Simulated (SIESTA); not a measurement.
**BaTe in SIESTA: the effect of functional**

BaTe:

```
Ba Te
1.0
     0.00000    3.41000    3.41000
     3.41000    0.00000    3.41000
     3.41000    3.41000    0.00000
Ba Te
1 1
Direct
  0.00000 0.00000 0.00000
  0.50000 0.50000 0.50000
```

Alike in all runs:

```yaml
Program: SIESTA 5.4.2
Task: band structure
Basis: DZP (energy shift 0.003 Ry; two zetas on semicore shells; d shell added on Ba)
Grid_cutoff: 500 Ry
Energy_shift: 0.003 Ry
k_mesh: 7 × 7 × 7
Occupations: fermi-dirac, width 0.05 eV
Spin: no spin polarisation
```

```csv
functional,potentials or basis,gap on the mesh (eV),pressure (GPa)
PBE,PseudoDojo 0.4 standard (PBE files),?,?
LDA,PseudoDojo 0.4 standard (LDA files),1.28,1.6
PBEsol,PseudoDojo 0.4 standard (PBEsol files),1.29,2.7
```

Problem. What does the run with functional PBE give?

Solution. gap on the mesh 1.36 eV; pressure 4.6 GPa.

Caveats: this set's barium file shifts pressures by up to 1 GPa against other sets; spin-orbit coupling is left out, which moves the levels of the heavy elements; the basis of atomic orbitals isn't converged, which shifts pressures, moduli and gaps.

A k mesh can miss the band edges.
